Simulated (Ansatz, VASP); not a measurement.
## HfN: VASP beside Ansatz

File INCAR:

```
  ALGO = Normal
  EDIFF = 1E-6
  EDIFFG = -0.001
  ENCUT = 600
  GGA = PS
  IBRION = 2
  ISIF = 3
  ISMEAR = -1
  LASPH = True
  LCHARG = False
  LREAL = False
  LWAVE = False
  NELM = 80
  NSW = 80
  PREC = Accurate
  SIGMA = 0.15
```

The input KPOINTS:

```
k-points
0
Gamma
  16 16 16
```

File POSCAR:

```
HfN
1.0
    0.0000000000      2.2508709350      2.2508709350
    2.2508709350      0.0000000000      2.2508709350
    2.2508709350      2.2508709350      0.0000000000
Hf N
1 1
Direct
    0.0000000000      0.0000000000      0.0000000000
    0.5000000000      0.5000000000      0.5000000000
```

Input for Ansatz:

```yaml
crystal:
  lattice:
    - [0.0, 2.2508709313, 2.2508709313]
    - [2.2508709313, 0.0, 2.2508709313]
    - [2.2508709313, 2.2508709313, 0.0]
  atoms:
    - { symbol: Hf, position: [0.0, 0.0, 0.0] }
    - { symbol: "N", position: [0.5, 0.5, 0.5] }
basis:
  ecutwfc: 420
kpoints:
  mp_grid: { grid: [16, 16, 16] }
hamiltonian:
  xc: pbesol
scf:
  occupations: { method: fermi_dirac, width: 0.15 }
output:
  forces: true
  stress: true
  eigenvalues: true
relax:
  adjacent_minimum: "off"
  f_tol: 0.001
  max_steps: 60
  cell: { stress_tol: 0.01 }
```

Alike in both runs: task relaxation of cell and atoms; functional PBEsol; k mesh 16 × 16 × 16; occupations fermi-dirac, width 0.15 eV; no spin polarisation.

|  | VASP | Ansatz |
| --- | --- | --- |
| version | VASP 6.6.1 | Ansatz 0.2.0 |
| potentials or method | VASP PAW PBE potentials, release 64 (Hf_pv, N) | scalar-relativistic, plane waves, PAW |
| plane-wave cutoff (eV) | 600 | 420 |
| valence electrons in the cell | 15 | 31 |

```csv
,VASP,Ansatz,Ansatz less VASP
"gap on the k mesh at the Fermi level, each at its own relaxed structure (eV)",none,none,-
relaxed volume (Å³/atom),11.32,11.41,+0.090
relaxed cell length with the largest relative difference (Å),3.175,3.184,+0.0084
```

A gap of «none» marks a metal or a gap that the smearing closes. The two sets of potentials don't hold the same shells in valence.

Caveats: the PAW data sets were made with another functional, which shifts forces and pressure a little (VASP). Spin-orbit coupling is left out, which matters for the levels of Hf.
